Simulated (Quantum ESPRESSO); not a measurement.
# SnTe (F-43m) in Quantum ESPRESSO: further runs, part 2 of 2

Quantum ESPRESSO 7.5.

## Step 3: Phonons, PBE

Contents of pw.in:

```
&CONTROL
  calculation = 'scf'
  prefix = 'pwscf'
  outdir = './tmp'
  pseudo_dir = './pseudo'
  tprnfor = .true.
  tstress = .true.
  disk_io = 'low'
/
&SYSTEM
  ibrav = 0
  nat = 2
  ntyp = 2
  ecutwfc = 52
  ecutrho = 312
  nbnd = 16
  occupations = 'smearing'
  smearing = 'fd'
  degauss = 0.00367493
/
&ELECTRONS
  conv_thr = 4d-10
  electron_maxstep = 120
  mixing_beta = 0.5
/
ATOMIC_SPECIES
Te   127.6000 Te.GGA_PBE-JTH.UPF
Sn   118.7100 Sn.GGA_PBE-JTH.UPF
CELL_PARAMETERS angstrom
   0.0000000000    3.6111460000    3.6111460000
   3.6111460000    0.0000000000    3.6111460000
   3.6111460000    3.6111460000    0.0000000000
ATOMIC_POSITIONS crystal
Te     0.2500000000    0.2500000000    0.2500000000
Sn     0.0000000000    0.0000000000    0.0000000000
K_POINTS automatic
6 6 6 1 1 1
```

Contents of relax.in:

```
&CONTROL
  calculation = 'vc-relax'
  prefix = 'pwscf'
  outdir = './tmp'
  pseudo_dir = './pseudo'
  tprnfor = .true.
  tstress = .true.
  disk_io = 'low'
  nstep = 40
  forc_conv_thr = 0.0001
  etot_conv_thr = 1d-06
/
&SYSTEM
  ibrav = 0
  nat = 2
  ntyp = 2
  ecutwfc = 52
  ecutrho = 312
  nbnd = 16
  occupations = 'smearing'
  smearing = 'fd'
  degauss = 0.00367493
/
&ELECTRONS
  conv_thr = 4d-10
  electron_maxstep = 120
  mixing_beta = 0.5
/
&IONS
  ion_dynamics = 'bfgs'
/
&CELL
  cell_dynamics = 'bfgs'
  press = 0
  press_conv_thr = 0.2
/
ATOMIC_SPECIES
Te   127.6000 Te.GGA_PBE-JTH.UPF
Sn   118.7100 Sn.GGA_PBE-JTH.UPF
CELL_PARAMETERS angstrom
   0.0000000000    3.6111460000    3.6111460000
   3.6111460000    0.0000000000    3.6111460000
   3.6111460000    3.6111460000    0.0000000000
ATOMIC_POSITIONS crystal
Te     0.2500000000    0.2500000000    0.2500000000
Sn     0.0000000000    0.0000000000    0.0000000000
K_POINTS automatic
6 6 6 1 1 1
```

Contents of gamma.in:

```
&CONTROL
  calculation = 'bands'
  prefix = 'pwscf'
  outdir = './tmp'
  pseudo_dir = './pseudo'
  disk_io = 'low'
  verbosity = 'high'
/
&SYSTEM
  ibrav = 0
  nat = 2
  ntyp = 2
  ecutwfc = 52
  ecutrho = 312
  nbnd = 16
  occupations = 'smearing'
  smearing = 'fd'
  degauss = 0.00367493
/
&ELECTRONS
  conv_thr = 1d-08
  electron_maxstep = 120
  mixing_beta = 0.5
  diago_full_acc = .true.
  startingwfc = 'random'
/
ATOMIC_SPECIES
Te   127.6000 Te.GGA_PBE-JTH.UPF
Sn   118.7100 Sn.GGA_PBE-JTH.UPF
CELL_PARAMETERS angstrom
   0.0000000000    3.6009268471    3.6009268471
   3.6009268471    0.0000000000    3.6009268471
   3.6009268471    3.6009268471    0.0000000000
ATOMIC_POSITIONS crystal
Te     0.2500000000    0.2500000000    0.2500000000
Sn     0.0000000000    0.0000000000    0.0000000000
K_POINTS crystal
1
0.0 0.0 0.0 1
```

Contents of scf2.in:

```
&CONTROL
  calculation = 'scf'
  prefix = 'pwscf'
  outdir = './tmp'
  pseudo_dir = './pseudo'
  tprnfor = .true.
  tstress = .true.
  disk_io = 'low'
/
&SYSTEM
  ibrav = 0
  nat = 2
  ntyp = 2
  ecutwfc = 52
  ecutrho = 312
  nbnd = 16
  occupations = 'fixed'
/
&ELECTRONS
  conv_thr = 1d-13
  electron_maxstep = 120
  mixing_beta = 0.5
  startingpot = 'file'
/
ATOMIC_SPECIES
Te   127.6000 Te.GGA_PBE-JTH.UPF
Sn   118.7100 Sn.GGA_PBE-JTH.UPF
CELL_PARAMETERS angstrom
   0.0000000000    3.6009268471    3.6009268471
   3.6009268471    0.0000000000    3.6009268471
   3.6009268471    3.6009268471    0.0000000000
ATOMIC_POSITIONS crystal
Te     0.2500000000    0.2500000000    0.2500000000
Sn     0.0000000000    0.0000000000    0.0000000000
K_POINTS automatic
6 6 6 1 1 1
```

Contents of ph.in:

```
phonons of SnTe
&INPUTPH
  prefix = 'pwscf'
  outdir = './tmp'
  tr2_ph = 1d-18
  fildyn = 'dyn'
  niter_ph = 90
  alpha_mix(1) = 0.7
  epsil = .true.
/
0.0000000000 0.0000000000 0.0000000000
```

Contents of dynmat.in:

```
&INPUT
  fildyn = 'dyn'
  asr = 'crystal'
  lperm = .true.
  filout = 'dynmat.disp'
  fileig = 'dynmat.eig'
/
```

Contents of dynmat_lo.in:

```
&INPUT
  fildyn = 'dyn'
  asr = 'crystal'
  filout = 'dynmat_lo.disp'
  fileig = 'dynmat_lo.eig'
  q(1) = 0
  q(2) = 0
  q(3) = 1
/
```

Potentials or basis: JTH 2.0 PBE.

Run with:

```bash
OMP_NUM_THREADS=1 pw.x -in pw.in > pw.out
OMP_NUM_THREADS=1 pw.x -in relax.in > relax.out
OMP_NUM_THREADS=1 pw.x -in gamma.in > gamma.out
OMP_NUM_THREADS=1 pw.x -in scf2.in > scf2.out
OMP_NUM_THREADS=1 ph.x -in ph.in > ph.out
OMP_NUM_THREADS=1 dynmat.x -in dynmat.in > dynmat.out
OMP_NUM_THREADS=1 dynmat.x -in dynmat_lo.in > dynmat_lo.out
```

pw.out:

```text
This program is part of the open-source Quantum ESPRESSO suite
     for quantum simulation of materials; please cite
         "P. Giannozzi et al., J. Phys.:Condens. Matter 21 395502 (2009);
         "P. Giannozzi et al., J. Phys.:Condens. Matter 29 465901 (2017);
         "P. Giannozzi et al., J. Chem. Phys. 152 154105 (2020);
     in publications or presentations arising from this work. More details at

     file Te.GGA_PBE-JTH.UPF: wavefunction(s)  0S 0P renormalized
     file Sn.GGA_PBE-JTH.UPF: wavefunction(s)  0S 5P 0P 4D 0D renormalized
     Message from routine setup:
     using ibrav=0 with symmetry is DISCOURAGED, use correct ibrav instead

     G-vector sticks info
     --------------------
     sticks:   dense  smooth     PW     G-vecs:    dense   smooth      PW
     Sum        1993    1345    385                58887    32311    5065

     Using Slab Decomposition

     bravais-lattice index     =            0
     lattice parameter (alat)  =       9.6507  a.u.
     unit-cell volume          =     635.5676 (a.u.)^3
     number of atoms/cell      =            2
     number of atomic types    =            2
     number of electrons       =        20.00
     number of Kohn-Sham states=           16
     kinetic-energy cutoff     =      52.0000  Ry
     charge density cutoff     =     312.0000  Ry
     scf convergence threshold =      4.0E-10
     mixing beta               =       0.5000
     number of iterations used =            8  plain     mixing
     Exchange-correlation= SLA PW PBX PBC
                           (   1   4   3   4   0   0   0)

     celldm(1)=   9.650702  celldm(2)=   0.000000  celldm(3)=   0.000000
     celldm(4)=   0.000000  celldm(5)=   0.000000  celldm(6)=   0.000000

     crystal axes: (cart. coord. in units of alat)
[... 163 lines left out ...]

     negative rho (up, down):  5.849E-03 0.000E+00

     End of self-consistent calculation

          k = 0.0589 0.0589 0.0589 (  3981 PWs)   bands (ev):

   -17.9367 -17.9365 -17.9365 -17.9290 -17.9290  -7.6333  -1.4682   1.8877
     1.8877   1.9802   4.9191   4.9516   4.9516   8.2566  10.1567  10.1568
[... 73 lines left out ...]
   -17.9396 -17.9342 -17.9341 -17.9298 -17.9283  -6.9222  -3.4678   0.6816
     0.7837   3.2581   4.1092   7.5418   7.6042   9.1752  10.4297  11.8426

          k =-0.5303 0.1768-0.0589 (  4027 PWs)   bands (ev):

   -17.9389 -17.9348 -17.9345 -17.9295 -17.9285  -7.0255  -3.2607   0.6321
     0.9181   3.3615   4.5670   6.6421   7.0729   9.1157  10.3197  11.5974

          k =-0.4125 0.0589 0.0589 (  4024 PWs)   bands (ev):
[... 51 lines left out ...]
   -17.9380 -17.9352 -17.9351 -17.9290 -17.9288  -7.0633  -3.2212   0.6428
     1.2719   2.7778   5.5772   6.0467   6.8890   9.3632  10.2884  10.4418

     the Fermi energy is     3.9320 ev

!    total energy              =    -804.67090976 Ry
     total all-electron energy =      -804.670910 Ry
     estimated scf accuracy    <          1.4E-10 Ry
     smearing contrib. (-TS)   =      -0.00007995 Ry
     internal energy E=F+TS    =    -804.67082981 Ry

     The total energy is F=E-TS. E is the sum of the following terms:
     one-electron contribution =     -93.80218521 Ry
     hartree contribution      =      69.37694207 Ry
     xc contribution           =     -35.62149390 Ry
     ewald contribution        =     -87.80771783 Ry
     one-center paw contrib.   =    -656.81637494 Ry

     convergence has been achieved in   8 iterations

     negative rho (up, down):  5.849E-03 0.000E+00

     Forces acting on atoms (cartesian axes, Ry/au):

     atom    1 type  1   force =     0.00000000    0.00000000    0.00000000
     atom    2 type  2   force =    -0.00000000    0.00000000    0.00000000

     Total force =     0.000000     Total SCF correction =     0.000000

     Computing stress (Cartesian axis) and pressure

     negative rho (up, down):  5.849E-03 0.000E+00
          total   stress  (Ry/bohr**3)                   (kbar)     P=       -2.09
  -0.00001422  -0.00000000   0.00000000           -2.09       -0.00        0.00
  -0.00000000  -0.00001422  -0.00000000           -0.00       -2.09       -0.00
   0.00000000  -0.00000000  -0.00001422            0.00       -0.00       -2.09

=------------------------------------------------------------------------------=
   JOB DONE.
=------------------------------------------------------------------------------=
```

relax.out:

```text
This program is part of the open-source Quantum ESPRESSO suite
     for quantum simulation of materials; please cite
         "P. Giannozzi et al., J. Phys.:Condens. Matter 21 395502 (2009);
         "P. Giannozzi et al., J. Phys.:Condens. Matter 29 465901 (2017);
         "P. Giannozzi et al., J. Chem. Phys. 152 154105 (2020);
[... 696 lines left out ...]
  -0.00000000   0.00000008  -0.00000000           -0.00        0.01       -0.00
  -0.00000000  -0.00000000   0.00000008           -0.00       -0.00        0.01

=------------------------------------------------------------------------------=
   JOB DONE.
=------------------------------------------------------------------------------=
```

It took 25 min on 1 thread of Arm Neoverse V1, shared host; peak memory 0.28 GiB.

What came out:

- Free energy: -10948.1050 eV
- Relaxed volume: 46.69 Å³/atom
- Relaxed cell: a = 5.092 Å, b = 5.092 Å, c = 5.092 Å, α = 60.00°, β = 60.00°, γ = 60.00°
- Space group after relaxing (to 0.05 Å): F-43m (No. 216)
- Pressure after relaxing: 0.0 GPa
- Electronic dielectric tensor (diagonal): 12.67
- Born charges (mean of the diagonal): Te -2.17; Sn +2.19 e
- Highest phonon frequency at Γ, LO-TO splitting left out: 105 cm⁻¹
- Static dielectric tensor (diagonal): 16.38

Step by step:
```csv
step,energy change (eV),largest force (eV/Å),pressure (GPa),volume (Å³)
1,0.0000,0.0000,-0.21,94.18
2,-0.0001,0.0000,-0.18,94.08
3,-0.0003,0.0000,-0.14,93.93
4,-0.0004,0.0000,-0.08,93.71
5,-0.0005,0.0000,0.00,93.38
6,-0.0005,0.0000,0.00,93.38
```

Final structure:
```cif
data_structure
_symmetry_space_group_name_H-M 'P 1'
_symmetry_Int_Tables_number 1
_cell_length_a 5.0925
_cell_length_b 5.0925
_cell_length_c 5.0925
_cell_angle_alpha 60.000
_cell_angle_beta 60.000
_cell_angle_gamma 60.000
_cell_volume 93.38
loop_
_atom_site_label
_atom_site_type_symbol
_atom_site_fract_x
_atom_site_fract_y
_atom_site_fract_z
_atom_site_occupancy
Te1 Te 0.25000 0.25000 0.25000 1
Sn1 Sn 0.00000 0.00000 0.00000 1
```

Phonon frequencies in cm⁻¹ (negative: imaginary):
```tsv
q point	frequencies
(0.000, 0.000, 0.000)	-3 -3 -3 105 105 105
```

Electronic dielectric tensor:
```
12.67  0.00  0.00
 0.00 12.67  0.00
 0.00  0.00 12.67
```

Born effective charge tensors (e):
atom 1, Te
```
-2.17  0.00  0.00
 0.00 -2.17  0.00
 0.00  0.00 -2.17
```
atom 2, Sn
```
2.19 0.00 0.00
0.00 2.19 0.00
0.00 0.00 2.19
```

Optical modes at Γ, degenerate ones joined, polar ones without the macroscopic field:
| cm⁻¹ | components | symmetry | active in | IR intensity, summed ((D/Å)²/amu) |
| --- | --- | --- | --- | --- |
| 105 | 3 | T2 | IR and Raman | 5.35 |

Zone-centre frequencies without and with the macroscopic field along z (cm⁻¹):
```
                optical modes in rising order
       without                    105 105 105
with the field                    105 105 119
```

Static dielectric tensor, electrons and zone-centre modes:
```
16.38  0.00  0.00
 0.00 16.38  0.00
 0.00  0.00 16.38
```

Caveat: the mesh is thin for the dielectric tensor, Born charges and intensities, which usually come out too large.
